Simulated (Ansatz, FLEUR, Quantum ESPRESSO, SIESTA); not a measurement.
**One calculation of CO2, 4 ways**

```
O C
1.0
    -1.97473    1.97473    3.01406
     1.97473   -1.97473    3.01406
     1.97473    1.97473   -3.01406
O C
4 2
Direct
  0.87500 0.95980 0.58480
  0.37500 0.29020 0.41520
  0.04020 0.62500 0.91520
  0.70980 0.12500 0.08480
  0.00000 0.00000 0.00000
  0.75000 0.25000 0.50000
```

The cell comes from a database or a generator and needn't be the stable form of this composition.

Alike in all runs: task band structure; functional PBEsol; k mesh 9 × 9 × 9; occupations fermi-dirac, width 0.05 eV; no spin polarisation; no spin-orbit coupling. Pressure is positive in compression and, in plane waves, holds the error of the finite cutoff. Gaps are the smaller of the mesh's and the band path's.

```csv
program and potentials,plane-wave cutoff (eV),notes,band gap (eV),pressure (GPa),largest force (eV/Å)
"FLEUR, all-electron, FLAPW",-,-,7.57,-,-
"Ansatz, all-electron LAPW, scalar-relativistic",-,-,7.57,-6.30,0.192
"Quantum ESPRESSO, GBRV 1.5 PBEsol",612,-,7.58,-5.47,0.125
"SIESTA, files PseudoDojo sr-pbesol-0.4.1-standard, DZP (energy shift 0.003 Ry)",-,atomic basis,7.50,-2.67,0.283
```

Force on atom 2 (O), eV/Å:

| program and potentials | x | y | z |
| --- | --- | --- | --- |
| Ansatz, all-electron LAPW, scalar-relativistic | -0.192 | 0.000 | 0.000 |
| Quantum ESPRESSO, GBRV 1.5 PBEsol | -0.125 | 0.000 | 0.000 |
| SIESTA, files PseudoDojo sr-pbesol-0.4.1-standard, DZP (energy shift 0.003 Ry) | 0.283 | 0.000 | 0.000 |

The band gap spans 7.50 (SIESTA, files PseudoDojo sr-pbesol-0.4.1-standard, DZP (energy shift 0.003 Ry)) to 7.58 eV (Quantum ESPRESSO, GBRV 1.5 PBEsol), with all-electron results at 7.57. The pressure spans -6.30 (Ansatz, all-electron LAPW, scalar-relativistic) to -2.67 GPa (SIESTA, files PseudoDojo sr-pbesol-0.4.1-standard, DZP (energy shift 0.003 Ry)), with all-electron results at -6.30. Rows in atomic bases carry the error of their basis and grid, which can be large.

The functional is the same throughout but for its coding, so the spread measures potentials, basis and numerics; runs on potential files found faulty are left out.
